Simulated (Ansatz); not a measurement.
# Quasi-harmonic thermodynamics of BeTe (F-43m), part 3 of 3

Aim: the lattice, expansion, heat capacity and bulk modulus of BeTe as it warms.

Experimental results on record:
- bulk modulus 67 GPa near room temperature (given in “High-Throughput Prediction of Finite-Temperature Properties using the Quasi-Harmonic Approximation”, 2016, arXiv:1603.06924)

Ansatz 0.2.0; DFT RPBE, scalar-relativistic, plane waves, PAW.

So far, principal linear expansion coefficients at 298 K (× 1e-6/K): step 7 (the quasi-harmonic study, q-mesh 2×2×2) 8.38. Also isothermal bulk modulus at 298 K (GPa): step 7 50.2. The relaxed cell has a = 5.717 Å (conventional setting).

The database entry behind the starting cell differs from later determinations by our own check (an axis about 1.5 % short against later determinations), so it need not match the best structure at ambient conditions.

## 8. Phonons on strained cells, q-mesh 4×4×4

Thermal expansion follows from how the free energy of the vibrations (and of the electrons in a metal) changes with strain, so the program makes strained cells, their phonons and a fit in one run.

Contents of input.yaml:

```yaml
crystal:
  lattice:
    - [0.0, 2.8584041498, 2.8584041498]
    - [2.8584041498, 0.0, 2.8584041498]
    - [2.8584041498, 2.8584041498, 0.0]
  atoms:
    - { symbol: Be, position: [0.0, 0.0, 0.0] }
    - { symbol: Te, position: [0.25, 0.25, 0.25] }
kpoints:
  mp_grid: { grid: [8, 8, 8] }
hamiltonian:
  xc: rpbe
scf:
  occupations: { method: fixed }
output:
  eigenvalues: true
phonons:
  method: dfpt
  qmesh: [4, 4, 4]
  temperatures: { t_max: 800.0, t_step: 50 }
  thermal_expansion: {}
```

Run with:

```sh
> ansatz run input.yaml --threads 2 --pin off --max-ram 5120MiB --backend cpu --events-out ev --progress --plain --runs-dir out
```

Numbers of over 12 decimals in the logs are rounded to 6 here.

The log of the run:

```text
[...]
Crystal: 2 atoms, lattice volume = 46.709 Å³
Basis set: ecut = 487.2 eV, 1139 PW (Γ), exchange–correlation on 60×60×60 points (8 copies of the dense FFT grid, shifted against one another)
Bands: 13, of which v1, the nominal top of the filled ones, is band 9 counted from 1 (8 counted from 0)
Symmetry: 24 space group operations
[...]
k-points: 29 of 512 (time reversal used)
[...]
SCF iter   1: F=—  HF=-7083.247678 eV  |F-HF|=—  |Δ(HF+E_count)|=         —  Δρ=1.51e-3  dr2=9.56e-4  ethr=1.77e-3  ⟨swp⟩=5.6  Hψ=2057  notcnv=0  defer=41
[...]
SCF iter   8: F=-7083.247991 eV  HF=-7083.247991 eV  |F-HF|=9.09e-13  |Δ(HF+E_count)|=  2.36e-10  Δρ=7.21e-8  dr2=4.62e-12  ethr=1.00e-12  ⟨swp⟩=7.0  Hψ=2412  notcnv=0
SCF 1 converged in 8 iterations: F = -7083.247991 eV  dr2 = 4.62e-12
[...]
relax step   1: F+E_penalty+E_count = -7083.24799083 eV  Δ(F+E_penalty+E_count) = +0.000e0 eV  max|allowed force component| = 1.388e-16 eV/Å  Δτ_max = 0.0000 Å  (8 SCF iters, accepted)
SCF converged after 8 iterations
Free energy (F): -7083.247991 eV
[...]
Internal energy: -7083.247991 eV  (E = F + TS)
E sigma→0 (E₀):  -7083.247991 eV
Fermi energy:    6.910883 eV
[...]
--- Stress (GPa, compression-positive) ---
       -0.005764      -0.000000      -0.000000
       -0.000000      -0.005764       0.000000
       -0.000000       0.000000      -0.005764
  P = ⅓ Tr σ = -0.0058 GPa (-0.058 kbar)
--- Band table (eV; the first three rows and the last of 29) ---
  k-point 0: bands = [... 5 lower, -5.0755, 6.9109, 6.9109, 6.9109, 10.5104, 10.5991, 10.5991, 10.5991]
  k-point 1: bands = [... 5 lower, -4.9376, 5.6650, 6.6958, 6.6958, 10.4298, 10.9214, 10.9214, 11.8450]
  k-point 2: bands = [... 5 lower, -4.5594, 3.7625, 6.2878, 6.2878, 10.1882, 11.4359, 11.4359, 13.7993]
  k-point 28: bands = [... 5 lower, -3.3638, 2.5145, 3.4789, 3.9426, 12.2815, 12.4484, 12.5974, 12.9419]
── thermal expansion: 3 new cells, 3 in all ──
thermal expansion: relaxation of cell 2
thermal expansion: relaxation of cell 3
── thermal expansion: 2 new cells, 5 in all ──
thermal expansion: relaxation of cell 4
thermal expansion: lower-state search of cell 4
thermal expansion: phonons of cell 4
thermal expansion: relaxation of cell 5
thermal expansion: phonons of cell 5
── thermal expansion: 5 new cells, 10 in all ──
thermal expansion: relaxation of cell 6
thermal expansion: relaxation of cell 7
thermal expansion: relaxation of cell 8
thermal expansion: relaxation of cell 9
thermal expansion: relaxation of cell 10
thermal expansion: phonons of cell 6
thermal expansion: phonons of cell 7
--- Relaxed structure (1 steps of the walk, 1 accepted, 0 SCFs on fresh bases) ---
  F+E_penalty+E_count = -7083.24799083 eV   max|allowed force component| = 1.388e-16 eV/Å
  atoms:
    - { symbol: Be, position: [0.0, 0.0, 0.0] }
    - { symbol: Te, position: [0.25, 0.25, 0.25] }
--- Thermal expansion: 10 cells in 3 rounds, 0 GPa ---
  no lower state was reached at cell 4
  without vibrations: a 4.04225, b 4.04225, c 4.04225 Å, V 46.7039 Å³, B 52.65 GPa
  at 0 K: a 4.05390, b 4.05390, c 4.05390 Å, V 47.1089 Å³, B 51.50 GPa
  zero-point expansion: a +0.288, b +0.288, c +0.288, V +0.867 %
[...]
0.00    4.05390    4.05390    4.05390    47.1089 |    0.00    0.00    0.00    0.00 |   14.68 |     0.000     0.000 |    51.50    51.50
   100.00    4.05441    4.05441    4.05441    47.1267 |    3.06    3.06    3.06    9.17 |   20.19 |    22.749    22.737 |    51.35    51.37
   200.00    4.05651    4.05651    4.05651    47.2000 |    7.09    7.09    7.09   21.27 |   24.98 |    35.877    35.746 |    50.81    51.00
   298.15    4.05983    4.05983    4.05983    47.3160 |    9.33    9.33    9.33   28.00 |       - |    42.465    42.131 |    50.11    50.50
   350.00    4.06187    4.06187    4.06187    47.3875 |   10.05   10.05   10.05   30.14 |   29.15 |    44.442    43.991 |    49.71    50.22
   450.00    4.06616    4.06616    4.06616    47.5376 |   10.97   10.97   10.97   32.91 |   30.85 |    46.835    46.152 |    48.92    49.64
   550.00    4.07075    4.07075    4.07075    47.6990 |   11.59   11.59   11.59   34.77 |   32.14 |    48.257    47.339 |    48.10    49.04
   650.00    4.07558    4.07558    4.07558    47.8687 |   12.07   12.07   12.07   36.20 |   33.20 |    49.211    48.050 |    47.27    48.41
   750.00    4.08058    4.08058    4.08058    48.0453 |   12.48   12.48   12.48   37.43 |   34.11 |    49.918    48.507 |    46.43    47.78
   800.00    4.08315    4.08315    4.08315    48.1360 |   12.66   12.66   12.66   37.99 |   34.53 |    50.215    48.675 |    46.00    47.46
[...]
vibrations' free energy: its fit passes through its cells
  the electrons' free energy at temperature is not in it: every band gap is over 0.83 eV
  free energies summed between the sampled wave vectors
[...]
band gaps on the cells' k-points are 2.120 to 2.332 eV
```

The job ended after 13 min (2 threads of Arm Neoverse V2, shared host; peak memory 1.2 GiB; 26 min of CPU time).

This step gave:

```
volume expansion coefficient at 298 K            : 28.00 1e-6/K
C_P at 298 K                                     : 21.23 J/mol-atom/K
entropy at 298 K                                 : 27.35 J/mol-atom/K
isothermal bulk modulus at 298 K                 : 50.11 GPa
Grüneisen parameter at 298 K                     : 0.9489
volume at 298 K                                  : 23.66 Å³/atom
principal linear expansion coefficients at 298 K : 9.334, 9.334, 9.334 1e-6/K
```

Strained cells of the study; zero-point energy where phonons were solved; the pressures are stresses at a fixed cutoff and can carry an offset from the finite basis. Expansion cells, by row:

| cell | \|a\| (Å) | \|b\| (Å) | \|c\| (Å) | V (Å³/atom) | E - E_lowest (meV/atom) | pressure, compression positive (GPa) | gap (eV) | zero-point energy (meV/atom) |
| --- | --- | --- | --- | --- | --- | --- | --- | --- |
| 1 | 4.042 | 4.042 | 4.042 | 23.35 | 0 | -0.012 | 2.193 | - |
| 2 | 4.075 | 4.075 | 4.075 | 23.92 | 2.176 | -1.21 | 2.249 | - |
| 3 | 4.01 | 4.01 | 4.01 | 22.8 | 2.206 | 1.308 | 2.135 | - |
| 4 | 4.043 | 4.043 | 4.043 | 23.36 | 0 | -0.016 | 2.193 | 50.06 |
| 5 | 4.063 | 4.063 | 4.063 | 23.71 | 0.871 | -0.78 | 2.229 | 49.07 |
| 6 | 4.079 | 4.079 | 4.079 | 24 | 2.817 | -1.369 | 2.257 | 48.28 |
| 7 | 4.098 | 4.098 | 4.098 | 24.33 | 6.254 | -1.991 | 2.287 | 47.4 |
| 8 | 4.002 | 4.002 | 4.002 | 22.67 | 3.46 | 1.655 | 2.12 | - |
| 9 | 4.022 | 4.022 | 4.022 | 23.01 | 0.844 | 0.795 | 2.157 | - |
| 10 | 4.126 | 4.126 | 4.126 | 24.83 | 13.84 | -2.859 | 2.332 | - |

Quasi-harmonic; a, b, c are the run's own cell vectors. Expansion, by row:

| T (K) | a (Å) | b (Å) | c (Å) | alpha (deg) | beta (deg) | gamma (deg) | cell volume (Å³/cell) | alpha_a (1e-6/K) | alpha_b (1e-6/K) | alpha_c (1e-6/K) | alpha_V (1e-6/K) | C_P (J/mol-atom/K) | C_V (J/mol-atom/K) | S (J/mol-atom/K) | B_T (GPa) | B_S (GPa) | Grueneisen | extrapolation | fit error (1e-6/K) |
| --- | --- | --- | --- | --- | --- | --- | --- | --- | --- | --- | --- | --- | --- | --- | --- | --- | --- | --- | --- |
| 0 | 4.054 | 4.054 | 4.054 | 60 | 60 | 60 | 47.11 | 0 | 0 | 0 | 0 | 0 | 0 | 0 | 51.5 | 51.5 | - | 0 | 0 |
| 50 | 4.054 | 4.054 | 4.054 | 60 | 60 | 60 | 47.11 | 1.24 | 1.24 | 1.24 | 3.72 | 6.392 | 6.392 | 3.258 | 51.47 | 51.48 | 0.425 | 0 | 0 |
| 100 | 4.054 | 4.054 | 4.054 | 60 | 60 | 60 | 47.13 | 3.06 | 3.06 | 3.06 | 9.17 | 11.38 | 11.37 | 9.404 | 51.35 | 51.37 | 0.587 | 0 | 0 |
| 150 | 4.055 | 4.055 | 4.055 | 60 | 60 | 60 | 47.16 | 5.24 | 5.24 | 5.24 | 15.71 | 15.08 | 15.05 | 14.74 | 51.12 | 51.21 | 0.758 | 0 | 0 |
| 200 | 4.057 | 4.057 | 4.057 | 60 | 60 | 60 | 47.2 | 7.09 | 7.09 | 7.09 | 21.27 | 17.94 | 17.87 | 19.49 | 50.81 | 51 | 0.859 | 0 | 0.01 |
| 250 | 4.058 | 4.058 | 4.058 | 60 | 60 | 60 | 47.26 | 8.42 | 8.42 | 8.42 | 25.27 | 19.92 | 19.8 | 23.72 | 50.46 | 50.76 | 0.916 | 0 | 0.01 |
| 298.1 | 4.06 | 4.06 | 4.06 | 60 | 60 | 60 | 47.32 | 9.33 | 9.33 | 9.33 | 28 | 21.23 | 21.07 | 27.35 | 50.11 | 50.5 | 0.949 | 0 | 0.01 |
| 300 | 4.06 | 4.06 | 4.06 | 60 | 60 | 60 | 47.32 | 9.36 | 9.36 | 9.36 | 28.09 | 21.27 | 21.11 | 27.48 | 50.09 | 50.49 | 0.95 | 0 | 0.01 |
| 350 | 4.062 | 4.062 | 4.062 | 60 | 60 | 60 | 47.39 | 10.05 | 10.05 | 10.05 | 30.14 | 22.22 | 22 | 30.84 | 49.71 | 50.22 | 0.972 | 0 | 0.01 |
| 400 | 4.064 | 4.064 | 4.064 | 60 | 60 | 60 | 47.46 | 10.56 | 10.56 | 10.56 | 31.69 | 22.91 | 22.62 | 33.85 | 49.32 | 49.93 | 0.987 | 0 | 0.01 |
| 450 | 4.066 | 4.066 | 4.066 | 60 | 60 | 60 | 47.54 | 10.97 | 10.97 | 10.97 | 32.91 | 23.42 | 23.08 | 36.58 | 48.92 | 49.64 | 0.999 | 0 | 0.01 |
| 500 | 4.068 | 4.068 | 4.068 | 60 | 60 | 60 | 47.62 | 11.31 | 11.31 | 11.31 | 33.92 | 23.81 | 23.41 | 39.07 | 48.51 | 49.34 | 1.008 | 0 | 0.01 |
| 550 | 4.071 | 4.071 | 4.071 | 60 | 60 | 60 | 47.7 | 11.59 | 11.59 | 11.59 | 34.77 | 24.13 | 23.67 | 41.35 | 48.1 | 49.04 | 1.015 | 0 | 0.01 |
| 600 | 4.073 | 4.073 | 4.073 | 60 | 60 | 60 | 47.78 | 11.84 | 11.84 | 11.84 | 35.52 | 24.39 | 23.87 | 43.46 | 47.69 | 48.73 | 1.021 | 0 | 0.01 |
| 650 | 4.076 | 4.076 | 4.076 | 60 | 60 | 60 | 47.87 | 12.07 | 12.07 | 12.07 | 36.2 | 24.61 | 24.02 | 45.42 | 47.27 | 48.41 | 1.027 | 0 | 0.01 |
| 700 | 4.078 | 4.078 | 4.078 | 60 | 60 | 60 | 47.96 | 12.28 | 12.28 | 12.28 | 36.83 | 24.79 | 24.15 | 47.25 | 46.85 | 48.1 | 1.032 | 0 | 0.02 |
| 750 | 4.081 | 4.081 | 4.081 | 60 | 60 | 60 | 48.05 | 12.48 | 12.48 | 12.48 | 37.43 | 24.96 | 24.25 | 48.97 | 46.43 | 47.78 | 1.037 | 0 | 0.02 |
| 800 | 4.083 | 4.083 | 4.083 | 60 | 60 | 60 | 48.14 | 12.66 | 12.66 | 12.66 | 37.99 | 25.11 | 24.34 | 50.59 | 46 | 47.46 | 1.041 | 0 | 0.03 |

The expansion coefficient by temperature; values in 1e-6/K:

| temperature (K) | volume | principal 1 |
| --- | --- | --- |
| 0 | 0 | 0 |
| 50 | 3.72 | 1.24 |
| 100 | 9.17 | 3.06 |
| 150 | 15.7 | 5.24 |
| 200 | 21.3 | 7.09 |
| 250 | 25.3 | 8.42 |
| 298 | 28 | 9.33 |
| 300 | 28.1 | 9.36 |
| 350 | 30.1 | 10.1 |
| 400 | 31.7 | 10.6 |
| 450 | 32.9 | 11.0 |
| 500 | 33.9 | 11.3 |
| 550 | 34.8 | 11.6 |
| 600 | 35.5 | 11.8 |
| 650 | 36.2 | 12.1 |
| 700 | 36.8 | 12.3 |
| 750 | 37.4 | 12.5 |
| 800 | 38.0 | 12.7 |

Changing the q-mesh (2×2×2 → 4×4×4) takes the volume expansion at 298 K from 25.1 to 28.0 × 10⁻⁶/K and B_T from 50.2 to 50.1 GPa.

## 9. Results

```yaml
settings_of_these_figures: RPBE, 487.2 eV, k 8×8×8, q 4×4×4
volume_expansion_coefficient_at_298_k: 28.00 1e-6/K
c_p_at_298_k: 21.23 J/mol-atom/K
entropy_at_298_k: 27.35 J/mol-atom/K
isothermal_bulk_modulus_at_298_k: 50.11 GPa
grueneisen_parameter_at_298_k: 0.9489
volume_at_298_k: 23.66 Å³/atom
principal_linear_expansion_coefficients_at_298_k: 9.334, 9.334, 9.334 1e-6/K
```

**Reading.** Near room temperature BeTe expands by 28.0 × 10⁻⁶/K in volume by RPBE, with C_P = 21.2 J/(mol K) per mole of atoms and B_T = 50.1 GPa. C_P at room temperature is 85 % of the classical 3R an atom, so the stiffest modes are still partly frozen out. A measured bulk modulus near room temperature is 67 GPa (arXiv:1603.06924); the calculated 50.1 GPa differs by -25 %. The table does not say whether its value is isothermal or adiabatic. Changing the q-mesh moves the volume expansion at 298 K between 25.1 and 28.0 × 10⁻⁶/K, while the CPU time spans a factor of 4.9. The interpolation has no quadrupole term, so branches near the zone centre are less sure, since this crystal has sites that are not centres of inversion. The PAW files were made for PBE and are used here under another functional, for which the program regenerates the frozen cores. The cell of these runs is 10 % larger in volume than the database cell; frequencies and all that rests on them shift with it.

[Logs are printed without paths, hosts, clocks, repeated set-up lines and the standing remarks that a program may print on its own settings, such as how far it seeks lower states.]

[Hosts, paths, dates, database ids (printed as entryN), source tags and the programs' standing remarks are cut or masked in the printed files.]

[A step with changed settings may run another functional than the one named; its input shows which.]
